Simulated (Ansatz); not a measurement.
Runs of Ansatz 0.2.0 on KF (Carobbiite). Symmetry: Fm-3m, No. 225, cubic system. The conventional cell has a = 5.344 Å, b = 5.344 Å, c = 5.344 Å, α = 90.00°, β = 90.00°, γ = 90.00°. Around K (site symmetry m-3m) lie 6 F at 2.67 Å. F (site symmetry m-3m) has 6 K at 2.67 Å as nearest neighbours. 

| task | level | potentials or basis | spin | cell | k mesh | cutoff (eV) | smearing | basis error allowed | gap on the mesh (eV) | pressure (GPa) |
| --- | --- | --- | --- | --- | --- | --- | --- | --- | --- | --- |
| relaxation of the atoms | revPBE+D3(BJ)+ATM | all-electron PAW datasets made for the crystal | collinear, random start | atoms relaxed from: atoms moved at random, drawn with an rms of 0.1 Å | 7 × 7 × 7 | - | fermi-dirac 0.05 eV | - | 6.48 | 1.3 |
| single point | PBE | all-electron LAPW, scalar-relativistic | off | as given | 6 × 6 × 6 | 187 | fermi-dirac 0.02 eV | 0.002 eV/atom | 6.18 | (b) |
| dielectric tensor | LDA | all-electron PAW datasets made for the crystal | off | as given | 9 × 9 × 9 | 310 | fixed | - | 5.80 | - |
| band structure | revPBE+D4 | all-electron LAPW, inner shells corrected to Dirac's equation | off | volume scaled by 0.8 | 9 × 9 × 9 | 237 | tetrahedron | 0.001 eV/atom | 7.79 | (a) |

Task: Estimate the missing entries.

Result: (a) 16.0; (b) 1.4.

Caveats: an odd mesh through Γ misses points on the zone boundary, where band edges often lie (some runs); the program listed the state as in doubt (some runs); the starting moments weren't kept (some runs); with tetrahedron occupations forces and stress needn't match the slope of the energy (some runs).

The runs don't all hold the same shells in valence.
